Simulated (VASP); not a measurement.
Input of a VASP 6.6.1 run:

The input INCAR:

```
SYSTEM = Ge
ALGO     = Normal         ! electronic algorithm
EDIFF    = 1E-7           ! SCF threshold, eV
EDIFFG   = -0.005         ! ionic threshold
ENCUT    = 600            ! plane-wave cutoff, eV
IBRION   = 2              ! ionic algorithm
ISIF     = 3              ! what is computed and relaxed
ISMEAR   = 0              ! smearing method
KPAR     = 2            
LASPH    = .TRUE.         ! aspherical terms in the spheres
LCHARG   = .FALSE.        ! write CHGCAR
LREAL    = .FALSE.        ! projectors in reciprocal space
LWAVE    = .FALSE.        ! write WAVECAR
NELM     = 80             ! most SCF steps
NSW      = 90             ! ionic steps
PREC     = Accurate       ! precision mode
SIGMA    = 0.03           ! smearing width, eV
```

KPOINTS

```
k-points
0
G
  12 12 5
  0 0 0
```

Contents of POSCAR:

```
Ge                                      
1.0
    3.9618823298      0.0000000000      0.0000000000
   -1.9809411649      3.4310907445     -0.0000000000
    0.0000000000     -0.0000000000      6.5372557532
  Ge            
     4
Direct
     0.6666666699999979    0.3333333300000021    0.0628808034219336
     0.3333333300000021    0.6666666699999979    0.5628808034219335
     0.6666666699999979    0.3333333300000021    0.4371191965780665
     0.3333333300000021    0.6666666699999979    0.9371191965780665
```

Potentials or basis: VASP PAW LDA potentials, release 64 (Ge_d).

Launch:

```console
$ cat potpaw_LDA.64/Ge_d/POTCAR > POTCAR
$ mpirun -np 2 vasp_std > vasp.out
```

Task: What does it give for the relaxed volume?

Result: 22.21 Å³/atom.

Task: Estimate the relaxed cell.

Result: a = 3.961 Å, b = 3.961 Å, c = 6.537 Å, α = 90.00°, β = 90.00°, γ = 120.00°.

Task: Predict the space group after relaxing (to 0.05 Å).

Result: P6_3/mmc (No. 194).

Task: Estimate the band gap on the k mesh.

Result: None (metal or under the smearing width).

Final structure:
```xyz
4
Lattice="3.9615 0.0000 0.0000 -1.9807 3.4308 0.0000 0.0000 0.0000 6.5367" Properties=species:S:1:pos:R:3 pbc="T T T"
Ge    1.9807    1.1436    0.4111
Ge    0.0000    2.2872    3.6794
Ge    1.9807    1.1436    2.8573
Ge    0.0000    2.2872    6.1257
```
